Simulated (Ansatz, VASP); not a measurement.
## GaN: VASP beside Ansatz

The input INCAR:

```
SYSTEM = GaN
PREC     = Accurate       ! precision mode
ENCUT    = 600            ! plane-wave cutoff, eV
EDIFF    = 1E-6           ! SCF threshold, eV
ISMEAR   = 0              ! smearing method
SIGMA    = 0.1            ! smearing width, eV
LREAL    = .FALSE.        ! projectors in reciprocal space
LASPH    = .TRUE.         ! aspherical terms in the spheres
NELM     = 60             ! most SCF steps
ALGO     = Normal         ! electronic algorithm
ISIF     = 3              ! what is computed and relaxed
LWAVE    = .FALSE.        ! write WAVECAR
LCHARG   = .FALSE.        ! write CHGCAR
GGA      = PE             ! functional
IBRION   = 2              ! ionic algorithm
NSW      = 80             ! ionic steps
EDIFFG   = -0.05          ! ionic threshold
```

KPOINTS

```
Automatic mesh
0
G
  6 6 6
  0 0 0
```

The input POSCAR:

```
GaN
1.0
    0.0000000000      2.5510671573      2.5510671573
    2.5510671573      0.0000000000      2.5510671573
    2.5510671573      2.5510671573      0.0000000000
Ga N
1 1
Direct
    0.0000000000      0.0000000000      0.0000000000
    0.7500000000      0.7500000000      0.7500000000
```

Input for Ansatz:

```yaml
crystal:
  lattice:
    - [0.0, 2.5510671573, 2.5510671573]
    - [2.5510671573, 0.0, 2.5510671573]
    - [2.5510671573, 2.5510671573, 0.0]
  atoms:
    - { symbol: Ga, position: [0.0, 0.0, 0.0] }
    - { symbol: "N", position: [0.75, 0.75, 0.75] }
basis:
  ecutwfc: 420
kpoints:
  mp_grid: { grid: [6, 6, 6] }
hamiltonian:
  xc: pbe
scf:
  occupations: { method: gaussian, width: 0.1 }
output:
  forces: true
  stress: true
  eigenvalues: true
relax:
  adjacent_minimum: "off"
  f_tol: 0.05
  max_steps: 60
  cell: { stress_tol: 0.5 }
```

Alike in both runs: task relaxation of cell and atoms; functional PBE; k mesh 6 × 6 × 6; occupations gaussian, width 0.1 eV; no spin polarisation.

|  | VASP | Ansatz |
| --- | --- | --- |
| version | VASP 6.6.1 | Ansatz 0.2.0 |
| potentials or method | VASP PAW PBE potentials, release 64 (Ga_d, N) | scalar-relativistic, plane waves, PAW |
| plane-wave cutoff (eV) | 600 | 420 |
| valence electrons in the cell | 18 | 18 |

VASP gave:

```
gap on the k mesh at the Fermi level, each at its own relaxed structure (eV) : 1.55
relaxed volume (Å³/atom)                                                     : 11.76
relaxed cell length with the largest relative difference (Å)                 : 3.216
energy change over the relaxation (meV/atom)                                 : -559
```

Q: Which values does Ansatz return?

A: gap on the k mesh at the Fermi level, each at its own relaxed structure (eV): 1.53; relaxed volume (Å³/atom): 11.79; relaxed cell length with the largest relative difference (Å): 3.218; energy change over the relaxation (meV/atom): -561.

Caveats: the volume moved by over 15 % at a fixed basis, so the end points are rough (VASP).
